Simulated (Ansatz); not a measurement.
**What a change of settings does to a run on Ta**

The cell is COD entry 1534932, as deposited and not checked against the literature; nothing was relaxed.

First run: DFT, PBE, PAW with Ansatz's default frozen-core files, scalar-relativistic (Ansatz 0.2.0).

Command: `ansatz run input.yaml --threads 1 --pin off --max-ram 2048MiB --backend cpu --events-out ev --progress --plain --runs-dir out` The run took 2.5 s on 1 thread of Arm Neoverse V1 (shared host), peak memory 0.32 GiB.

```yaml
crystal:
  lattice:
    - [0.0, 2.11, 2.11]
    - [2.11, 0.0, 2.11]
    - [2.11, 2.11, 0.0]
  atoms:
    - { symbol: Ta, position: [0.0, 0.0, 0.0] }
kpoints:
  mp_grid: { grid: [15, 15, 15] }
scf:
  occupations: { method: fermi_dirac, width: 0.08 }
hamiltonian:
  xc: pbe
  pseudopotentials: { kind: paw }
output:
  forces: true
  stress: true
  eigenvalues: true
  efg: { contact_densities: true }
basis:
  ecutwfc: 300
```

Result: converged; pressure 0.54 GPa; 6 SCF iterations.

No spin–orbit coupling, which matters for the heavy atoms here.

A second input differs as follows:

```diff
@@ -9,5 +9,6 @@
   mp_grid: { grid: [15, 15, 15] }
 scf:
-  occupations: { method: fermi_dirac, width: 0.08 }
+  occupations: { method: fermi_dirac, width: 1.0 }
+  max_iter: 80
 hamiltonian:
   xc: pbe
```

What is wrong with it, and what does the program do?

The fault is a smearing of electronvolts. The run converged; energy at zero smearing -147.5 meV/atom from the first run; pressure 13.22 GPa; 6 SCF iterations. Such numbers aren't properties of the crystal. The log ends:
```
       13.218842      -0.000000       0.000000
        0.000000      13.218842       0.000000
        0.000000       0.000000      13.218842
  P = ⅓ Tr σ = 13.2188 GPa (132.188 kbar)
--- PAW observables at the nuclei: V_zz in 10²¹ V/m², potentials from the cell's mean, atoms counted from 1 ---
  atom   1  Ta V_zz =    -0.000000   η = 0.0000   by run symmetry: forbidden
            electrostatic potential = -14500.679049 V   contact ρ = 8154551.191921 e/Å³
--- Band table (eV; the first three rows and the last of 120) ---
  k-point 0: bands = ["-49.1655", "-15.2085", "-15.2085", "-15.2085", "10.0255", "18.6767", "18.6767", "18.6767", "21.7084", "21.7084", "30.2587", "35.0377", "35.0377", "35.0377"]
  k-point 1: bands = ["-49.1617", "-15.2564", "-15.2146", "-15.2146", "10.2036", "18.5190", "18.7619", "18.7619", "21.6230", "21.6230", "30.6299", "34.2186", "35.3797", "35.3797"]
  k-point 2: bands = ["-49.1507", "-15.3899", "-15.2316", "-15.2316", "10.7127", "18.1330", "18.9671", "18.9671", "21.4586", "21.4586", "31.5204", "32.9759", "36.3530", "36.3530"]
  k-point 119: bands = ["-49.0470", "-15.9109", "-15.8641", "-15.5827", "15.4404", "16.7060", "17.3124", "20.2973", "24.5798", "27.3261", "28.5000", "29.2388", "33.0294", "40.2831"]
```
